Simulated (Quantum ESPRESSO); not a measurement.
# Cu (Fm-3m) in Quantum ESPRESSO: notebook

Runs on Cu. Level: PBEsol. Tasks: single point, equation of state.

All numbers are computed with Quantum ESPRESSO 7.5; they aren't measurements. Logs are shortened: lines on timing, memory, paths and dates and some standing lists are left out, and cuts for length are marked.

### Step 1. The crystal as given

Symmetry: Fm-3m, No. 225, cubic system. The conventional cell has a = 3.615 Å, b = 3.615 Å, c = 3.615 Å, α = 90.00°, β = 90.00°, γ = 90.00°. Cu (site symmetry m-3m) is surrounded by 12 Cu at 2.56 Å.

### Step 2. Single point, PBEsol, 11.10 Å³/atom

Input file pw.in:

```
&CONTROL
  calculation = 'scf'
  prefix = 'pwscf'
  outdir = './tmp'
  pseudo_dir = './pseudo'
  tprnfor = .true.
  tstress = .true.
  disk_io = 'nowf'
/
&SYSTEM
  ibrav = 0
  nat = 1
  ntyp = 1
  ecutwfc = 45
  ecutrho = 360
  nbnd = 16
  occupations = 'smearing'
  smearing = 'fd'
  degauss = 0.00367493
/
&ELECTRONS
  conv_thr = 2d-10
  electron_maxstep = 120
  mixing_beta = 0.5
/
ATOMIC_SPECIES
Cu    63.5460 cu_pbesol_v1.2.uspp.F.UPF
CELL_PARAMETERS angstrom
   0.0000000000    1.7706018915    1.7706018915
   1.7706018915    0.0000000000    1.7706018915
   1.7706018915    1.7706018915    0.0000000000
ATOMIC_POSITIONS crystal
Cu     0.0000000000    0.0000000000    0.0000000000
K_POINTS automatic
13 13 13 0 0 0
```

Potentials or basis: GBRV 1.5 PBEsol.

Command:

```bash
> OMP_NUM_THREADS=1 pw.x -in pw.in > pw.out
```

pw.out:

```text
This program is part of the open-source Quantum ESPRESSO suite
     for quantum simulation of materials; please cite
         "P. Giannozzi et al., J. Phys.:Condens. Matter 21 395502 (2009);
         "P. Giannozzi et al., J. Phys.:Condens. Matter 29 465901 (2017);
         "P. Giannozzi et al., J. Chem. Phys. 152 154105 (2020);
     in publications or presentations arising from this work. More details at

     Message from routine setup:
     using ibrav=0 with symmetry is DISCOURAGED, use correct ibrav instead

     G-vector sticks info
     --------------------
     sticks:   dense  smooth     PW     G-vecs:    dense   smooth      PW
     Sum         559     283     91                 8657     3119     609

     Using Slab Decomposition

     bravais-lattice index     =            0
     lattice parameter (alat)  =       4.7319  a.u.
     unit-cell volume          =      74.9186 (a.u.)^3
     number of atoms/cell      =            1
     number of atomic types    =            1
     number of electrons       =        19.00
     number of Kohn-Sham states=           16
     kinetic-energy cutoff     =      45.0000  Ry
     charge density cutoff     =     360.0000  Ry
     scf convergence threshold =      2.0E-10
     mixing beta               =       0.5000
     number of iterations used =            8  plain     mixing
     Exchange-correlation= SLA  PW   PSX  PSC
                           (   1   4  10   8   0   0   0)

     celldm(1)=   4.731892  celldm(2)=   0.000000  celldm(3)=   0.000000
     celldm(4)=   0.000000  celldm(5)=   0.000000  celldm(6)=   0.000000

     crystal axes: (cart. coord. in units of alat)
               a(1) = (   0.000000   0.707107   0.707107 )
               a(2) = (   0.707107   0.000000   0.707107 )
               a(3) = (   0.707107   0.707107   0.000000 )

     reciprocal axes: (cart. coord. in units 2 pi/alat)
               b(1) = ( -0.707107  0.707107  0.707107 )
               b(2) = (  0.707107 -0.707107  0.707107 )
               b(3) = (  0.707107  0.707107 -0.707107 )

     PseudoPot. # 1 for Cu read from file:
     cu_pbesol_v1.2.uspp.F.UPF
     Pseudo is Ultrasoft + core correction, Zval = 19.0
     Generated by new atomic code, or converted to UPF format
     Using radial grid of  867 points,  6 beta functions with:
                l(1) =   0
                l(2) =   0
                l(3) =   1
                l(4) =   1
                l(5) =   2
                l(6) =   2
     Q(r) pseudized with  8 coefficients,  rinner =    1.150   1.150   1.150
                                                       1.150   1.150

     atomic species   valence    mass     pseudopotential
     Cu               19.00    63.54600     Cu( 1.00)

     48 Sym. Ops., with inversion, found

   Cartesian axes

     site n.     atom                  positions (alat units)
         1        Cu     tau(   1) = (   0.0000000   0.0000000   0.0000000  )

     number of k points=    84  Fermi-Dirac smearing, width (Ry)=  0.0037
                       cart. coord. in units 2pi/alat
        k(    1) = (   0.0000000   0.0000000   0.0000000), wk =   0.0009103
        k(    2) = (   0.0543928   0.0543928  -0.0543928), wk =   0.0072827
        k(    3) = (   0.1087857   0.1087857  -0.1087857), wk =   0.0072827
        k(    4) = (   0.1631785   0.1631785  -0.1631785), wk =   0.0072827
        k(    5) = (   0.2175713   0.2175713  -0.2175713), wk =   0.0072827
        k(    6) = (   0.2719641   0.2719641  -0.2719641), wk =   0.0072827
[... 76 lines left out ...]
        k(   83) = (   0.0000000  -0.4351426   0.6527140), wk =   0.0218480
        k(   84) = (  -0.0543928  -0.3807498   0.7071068), wk =   0.0218480

     Dense  grid:     8657 G-vectors     FFT dimensions: (  30,  30,  30)

     Smooth grid:     3119 G-vectors     FFT dimensions: (  24,  24,  24)

     Check: negative core charge=   -0.000001

     Initial potential from superposition of free atoms

     starting charge      18.0000, renormalised to      19.0000
     Starting wfcs are   13 randomized atomic wfcs +    3 random wfcs

     Self-consistent Calculation

     iteration #  1     ecut=    45.00 Ry     beta= 0.50
     Davidson diagonalization with overlap
     ethr =  1.00E-02,  avg # of iterations =  5.8

     total energy              =    -400.95514780 Ry
     estimated scf accuracy    <       5.15577183 Ry

     iteration #  2     ecut=    45.00 Ry     beta= 0.50
     Davidson diagonalization with overlap
     ethr =  1.00E-02,  avg # of iterations =  3.0

     total energy              =    -402.95175488 Ry
     estimated scf accuracy    <       5.42277910 Ry

     iteration #  3     ecut=    45.00 Ry     beta= 0.50
     Davidson diagonalization with overlap
     ethr =  1.00E-02,  avg # of iterations =  2.0

     total energy              =    -403.52189352 Ry
     estimated scf accuracy    <       0.22247654 Ry

     iteration #  4     ecut=    45.00 Ry     beta= 0.50
     Davidson diagonalization with overlap
     ethr =  1.17E-03,  avg # of iterations =  1.2

     total energy              =    -403.53008446 Ry
     estimated scf accuracy    <       0.08683752 Ry

     iteration #  5     ecut=    45.00 Ry     beta= 0.50
     Davidson diagonalization with overlap
     ethr =  4.57E-04,  avg # of iterations =  1.2

     total energy              =    -403.49401331 Ry
     estimated scf accuracy    <       0.10427883 Ry

     iteration #  6     ecut=    45.00 Ry     beta= 0.50
     Davidson diagonalization with overlap
     ethr =  4.57E-04,  avg # of iterations =  2.1

     total energy              =    -403.51107852 Ry
     estimated scf accuracy    <       0.00051786 Ry

     iteration #  7     ecut=    45.00 Ry     beta= 0.50
     Davidson diagonalization with overlap
     ethr =  2.73E-06,  avg # of iterations =  3.3
[... 32 lines left out ...]
     iteration # 12     ecut=    45.00 Ry     beta= 0.50
     Davidson diagonalization with overlap
     ethr =  6.11E-09,  avg # of iterations =  1.0

     total energy              =    -403.51109189 Ry
     estimated scf accuracy    <       0.00000146 Ry

     iteration # 13     ecut=    45.00 Ry     beta= 0.50
     Davidson diagonalization with overlap
     ethr =  6.11E-09,  avg # of iterations =  1.5

     total energy              =    -403.51109204 Ry
     estimated scf accuracy    <       0.00000004 Ry

     iteration # 14     ecut=    45.00 Ry     beta= 0.50
     Davidson diagonalization with overlap
     ethr =  1.87E-10,  avg # of iterations =  2.0

     total energy              =    -403.51109204 Ry
     estimated scf accuracy    <          4.4E-09 Ry

     iteration # 15     ecut=    45.00 Ry     beta= 0.50
     Davidson diagonalization with overlap
     ethr =  2.33E-11,  avg # of iterations =  2.0

     total energy              =    -403.51109204 Ry
     estimated scf accuracy    <          9.9E-10 Ry

     iteration # 16     ecut=    45.00 Ry     beta= 0.50
     Davidson diagonalization with overlap
     ethr =  5.20E-12,  avg # of iterations =  1.6

     End of self-consistent calculation

          k = 0.0000 0.0000 0.0000 (   387 PWs)   bands (ev):

   -95.1680 -52.6323 -52.6323 -52.6323   7.2703  14.0196  14.0196  14.0196
    14.9410  14.9410  40.2729  43.3524  43.3524  43.3524  45.9363  45.9363

          k = 0.0544 0.0544-0.0544 (   369 PWs)   bands (ev):

   -95.1669 -52.6402 -52.6334 -52.6334   7.4960  13.9683  14.0642  14.0642
    14.9242  14.9242  38.9995  41.4342  42.7431  42.7431  46.8422  46.8422

          k = 0.1088 0.1088-0.1088 (   368 PWs)   bands (ev):

   -95.1638 -52.6624 -52.6367 -52.6367   8.1564  13.8416  14.1601  14.1601
    14.9074  14.9074  35.1588  40.8887  41.8240  41.8240  47.7124  48.2060

          k = 0.1632 0.1632-0.1632 (   374 PWs)   bands (ev):

   -95.1596 -52.6937 -52.6413 -52.6413   9.1881  13.7274  14.2003  14.2003
    14.9895  14.9895  31.1362  40.3831  41.0823  41.0823  47.1483  47.1483

          k = 0.2176 0.2176-0.2176 (   374 PWs)   bands (ev):

   -95.1550 -52.7267 -52.6462 -52.6462  10.4062  13.8187  14.1378  14.1378
    15.1973  15.1973  27.3814  39.7167  40.5730  40.5730  45.3681  45.3681

          k = 0.2720 0.2720-0.2720 (   386 PWs)   bands (ev):

   -95.1513 -52.7540 -52.6504 -52.6504  11.3528  14.0456  14.0456  14.5009
    15.4220  15.4220  24.0759  39.1167  40.2805  40.2805  44.0094  44.0094

          k = 0.3264 0.3264-0.3264 (   386 PWs)   bands (ev):

   -95.1491 -52.7694 -52.6527 -52.6527  11.7097  13.9864  13.9864  15.5620
    15.5620  15.6758  21.6933  38.7730  40.1614  40.1614  43.2759  43.2759

          k = 0.1088-0.0000 0.0000 (   371 PWs)   bands (ev):

   -95.1665 -52.6400 -52.6352 -52.6352   7.5709  13.9244  14.0952  14.0952
    14.8556  14.9760  39.4858  41.1432  41.1432  42.1963  47.3698  48.2326

          k = 0.1632 0.0544-0.0544 (   370 PWs)   bands (ev):

   -95.1641 -52.6565 -52.6391 -52.6375   8.0858  13.8042  14.1889  14.1933
    14.7773  15.0069  36.6548  39.8318  39.9500  43.0179  46.3750  48.1928
[... 346 lines left out ...]
          k =-0.1088-0.4351 0.6527 (   388 PWs)   bands (ev):

   -95.1436 -52.7401 -52.7072 -52.6785  12.7014  13.0550  13.7888  14.9801
    15.5997  20.1718  24.7293  28.0157  28.6152  42.4223  46.3800  49.3883

          k =-0.0544-0.3807 0.5983 (   385 PWs)   bands (ev):

   -95.1433 -52.7333 -52.7174 -52.6775  12.8777  13.1525  13.6082  14.8660
    15.5944  21.7887  22.8300  27.0838  29.3792  43.0259  47.2355  50.5412

          k = 0.0000-0.3264 0.5439 (   383 PWs)   bands (ev):

   -95.1443 -52.7348 -52.7120 -52.6726  12.8933  13.3360  13.3371  14.8774
    15.4586  19.6647  25.0632  26.9909  30.6156  43.7887  45.7385  49.9533

          k =-0.0544-0.4895 0.7071 (   387 PWs)   bands (ev):

   -95.1428 -52.7469 -52.7016 -52.6845  12.4464  12.8345  14.2940  15.1638
    15.7088  20.4350  25.9291  26.7174  27.9843  41.0373  43.8373  52.1327

          k = 0.0000-0.4351 0.6527 (   383 PWs)   bands (ev):

   -95.1426 -52.7379 -52.7132 -52.6836  12.6471  13.0209  13.9405  14.9923
    15.7070  22.1104  24.2990  25.6086  28.2732  42.2687  46.7548  50.0296

          k =-0.0544-0.3807 0.7071 (   386 PWs)   bands (ev):

   -95.1427 -52.7306 -52.7192 -52.6842  12.7579  13.2917  13.5555  14.9036
    15.7079  22.2699  24.2924  26.3748  26.9973  45.2711  46.3080  48.6189

     the Fermi energy is    17.4001 ev

!    total energy              =    -403.51109204 Ry
     estimated scf accuracy    <          1.4E-10 Ry
     smearing contrib. (-TS)   =      -0.00020132 Ry
     internal energy E=F+TS    =    -403.51089072 Ry

     The total energy is F=E-TS. E is the sum of the following terms:
     one-electron contribution =    -259.67054386 Ry
     hartree contribution      =     141.91814315 Ry
     xc contribution           =     -38.42456429 Ry
     ewald contribution        =    -247.33392572 Ry

     convergence has been achieved in  16 iterations

     Forces acting on atoms (cartesian axes, Ry/au):

     atom    1 type  1   force =     0.00000000    0.00000000    0.00000000

     Total force =     0.000000     Total SCF correction =     0.000000

     Computing stress (Cartesian axis) and pressure

          total   stress  (Ry/bohr**3)                   (kbar)     P=       28.01
   0.00019041   0.00000000  -0.00000000           28.01        0.00       -0.00
   0.00000000   0.00019041   0.00000000            0.00       28.01        0.00
  -0.00000000   0.00000000   0.00019041           -0.00        0.00       28.01

=------------------------------------------------------------------------------=
   JOB DONE.
=------------------------------------------------------------------------------=
```

Run time: 12 s. Hardware: 1 thread of Intel Xeon at 2.80GHz (Skylake/Cascade Lake), shared host; peak memory 0.06 GiB.

What came out:

* Free energy: -5490.0481 eV
* Pressure: 2.8 GPa
* Band gap on the k mesh: none (metal or under the smearing width)

### Step 3. Single point, PBEsol, 11.34 Å³/atom

Edit pw.in of step 2 so:

```diff
@@ -28,5 +28,5 @@
 CELL_PARAMETERS angstrom
-   0.0000000000    1.7706018915    1.7706018915
-   1.7706018915    0.0000000000    1.7706018915
-   1.7706018915    1.7706018915    0.0000000000
+   0.0000000000    1.7830713297    1.7830713297
+   1.7830713297    0.0000000000    1.7830713297
+   1.7830713297    1.7830713297    0.0000000000
 ATOMIC_POSITIONS crystal
```

Potentials or basis: GBRV 1.5 PBEsol.

Command:

```bash
> OMP_NUM_THREADS=1 pw.x -in pw.in > pw.out
```

It took 13 s on 1 thread of Intel Xeon at 2.80GHz (Skylake/Cascade Lake), shared host; peak memory 0.07 GiB.

It converged, with:

```
Free energy            : -5490.0510 eV
Pressure               : -1.0 GPa
Band gap on the k mesh : none (metal or under the smearing width)
```

### Step 4. Single point, PBEsol, 11.57 Å³/atom

Edit pw.in of step 3 so:

```diff
@@ -28,5 +28,5 @@
 CELL_PARAMETERS angstrom
-   0.0000000000    1.7830713297    1.7830713297
-   1.7830713297    0.0000000000    1.7830713297
-   1.7830713297    1.7830713297    0.0000000000
+   0.0000000000    1.7953687620    1.7953687620
+   1.7953687620    0.0000000000    1.7953687620
+   1.7953687620    1.7953687620    0.0000000000
 ATOMIC_POSITIONS crystal
```

Command:

```bash
> OMP_NUM_THREADS=1 pw.x -in pw.in > pw.out
```

Wall time 12 s (1 thread of Intel Xeon at 2.80GHz (Skylake/Cascade Lake), shared host); peak memory 0.07 GiB.

The run converged. Its results:

```
Free energy            : -5490.0485 eV
Pressure               : -4.4 GPa
Band gap on the k mesh : none (metal or under the smearing width)
```

### Step 5. Single point, PBEsol, 11.81 Å³/atom

Edit pw.in of step 4 so:

```diff
@@ -28,5 +28,5 @@
 CELL_PARAMETERS angstrom
-   0.0000000000    1.7953687620    1.7953687620
-   1.7953687620    0.0000000000    1.7953687620
-   1.7953687620    1.7953687620    0.0000000000
+   0.0000000000    1.8075000000    1.8075000000
+   1.8075000000    0.0000000000    1.8075000000
+   1.8075000000    1.8075000000    0.0000000000
 ATOMIC_POSITIONS crystal
```

Command:

```bash
> OMP_NUM_THREADS=1 pw.x -in pw.in > pw.out
```

It took 12 s on 1 thread of Intel Xeon at 2.80GHz (Skylake/Cascade Lake), shared host; peak memory 0.07 GiB.

It converged, with:

```
Free energy            : -5490.0415 eV
Pressure               : -7.2 GPa
Band gap on the k mesh : none (metal or under the smearing width)
```

### Step 6. Single point, PBEsol, 12.05 Å³/atom

Edit pw.in of step 5 so:

```diff
@@ -28,5 +28,5 @@
 CELL_PARAMETERS angstrom
-   0.0000000000    1.8075000000    1.8075000000
-   1.8075000000    0.0000000000    1.8075000000
-   1.8075000000    1.8075000000    0.0000000000
+   0.0000000000    1.8194705475    1.8194705475
+   1.8194705475    0.0000000000    1.8194705475
+   1.8194705475    1.8194705475    0.0000000000
 ATOMIC_POSITIONS crystal
```

Potentials or basis: GBRV 1.5 PBEsol.

Command:

```bash
> OMP_NUM_THREADS=1 pw.x -in pw.in > pw.out
```

It took 11 s on 1 thread of Intel Xeon at 2.80GHz (Skylake/Cascade Lake), shared host; peak memory 0.07 GiB.

The run converged. Its results:

| Quantity | Value |
| --- | --- |
| Free energy | -5490.0305 eV |
| Pressure | -9.7 GPa |
| Band gap on the k mesh | none (metal or under the smearing width) |

### Step 7. Single point, PBEsol, 12.28 Å³/atom

Edit pw.in of step 6 so:

```diff
@@ -28,5 +28,5 @@
 CELL_PARAMETERS angstrom
-   0.0000000000    1.8194705475    1.8194705475
-   1.8194705475    0.0000000000    1.8194705475
-   1.8194705475    1.8194705475    0.0000000000
+   0.0000000000    1.8312856224    1.8312856224
+   1.8312856224    0.0000000000    1.8312856224
+   1.8312856224    1.8312856224    0.0000000000
 ATOMIC_POSITIONS crystal
```

Command:

```bash
> OMP_NUM_THREADS=1 pw.x -in pw.in > pw.out
```

Wall time 13 s (1 thread of Intel Xeon at 2.80GHz (Skylake/Cascade Lake), shared host); peak memory 0.07 GiB.

It converged, with:

* Free energy: -5490.0158 eV
* Pressure: -12.1 GPa
* Band gap on the k mesh: none (metal or under the smearing width)

### Step 8. Single point, PBEsol, 12.52 Å³/atom

Edit pw.in of step 7 so:

```diff
@@ -28,5 +28,5 @@
 CELL_PARAMETERS angstrom
-   0.0000000000    1.8312856224    1.8312856224
-   1.8312856224    0.0000000000    1.8312856224
-   1.8312856224    1.8312856224    0.0000000000
+   0.0000000000    1.8429501765    1.8429501765
+   1.8429501765    0.0000000000    1.8429501765
+   1.8429501765    1.8429501765    0.0000000000
 ATOMIC_POSITIONS crystal
```

Command:

```bash
> OMP_NUM_THREADS=1 pw.x -in pw.in > pw.out
```

Run time: 16 s. Hardware: 1 thread of Intel Xeon at 2.80GHz (Skylake/Cascade Lake), shared host; peak memory 0.07 GiB.

It converged, with:

| Item | Value |
| --- | --- |
| Free energy | -5489.9980 eV |
| Pressure | -14.0 GPa |
| Band gap on the k mesh | none (metal or under the smearing width) |

### Step 9. Equation of state, PBEsol

Potentials or basis: GBRV 1.5 PBEsol.

This step only gathers the single runs of the series.

What came out:

- Equilibrium volume: 11.34 Å³/atom
- Bulk modulus: 170 GPa
- Pressure derivative of the bulk modulus: 5.0

Energy against volume, from the lowest point:
```
volume (Å³/atom)  energy (meV/atom)
          11.102               2.87
          11.338               0.00
          11.574               2.42
          11.810               9.43
          12.047              20.46
          12.283              35.16
          12.519              52.97
```
